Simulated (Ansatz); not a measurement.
A sublattice moved along a line in CdF₂

All numbers below come from Ansatz, DFT r2SCAN, scalar-relativistic, plane waves, PAW. The runs took a 500 eV cutoff, a Γ-centred 8×8×8 mesh and Gaussian smearing (0.05 eV). No spin polarisation. Energies are free energies at this smearing, counted from the undisturbed cell; pressure is positive in compression.

The undisturbed cell (as given, not relaxed at this level; it stands at 0.0 GPa):

```
CELL_PARAMETERS angstrom
0.00000 2.69400 2.69400
2.69400 0.00000 2.69400
2.69400 2.69400 0.00000
ATOMIC_POSITIONS crystal
Cd 0.00000 0.00000 0.00000
F 0.25000 0.25000 0.25000
F 0.75000 0.75000 0.75000
```

Every Cd atom is moved by x along the Cartesian unit vector (0.577, 0.577, 0.577); the cell and all other atoms stay fixed.

```tsv
x (Å)	ΔE (meV/cell)	force along x on the moved atoms (eV/Å)	pressure (GPa)	gap on the mesh (eV)
-0.3000	293.8	2.36	5.7	3.81
-0.1500	?	0.88	?	3.82
0.0000	0.0	0.00	0.0	3.79
0.0375	3.7	-0.20	0.1	3.80
0.0750	15.0	-0.41	0.4	3.80
0.1125	34.4	-0.63	0.8	3.81
0.1875	100.9	-1.17	2.1	3.83
0.2250	150.8	-1.50	3.1	3.84
0.2625	214.3	?	?	3.84
```

By symmetry 0.3000 repeats -0.3000, -0.2250 repeats 0.2250, 0.1500 repeats -0.1500, -0.0750 repeats 0.0750 in energy, with the opposite slope along the path.

Give the withheld values.

ΔE (meV/cell) at x (Å) = -0.1500: 62.6; pressure (GPa) at x (Å) = -0.1500: 1.3; force along x on the moved atoms (eV/Å) at x (Å) = 0.2625: -1.89; pressure (GPa) at x (Å) = 0.2625: 4.2.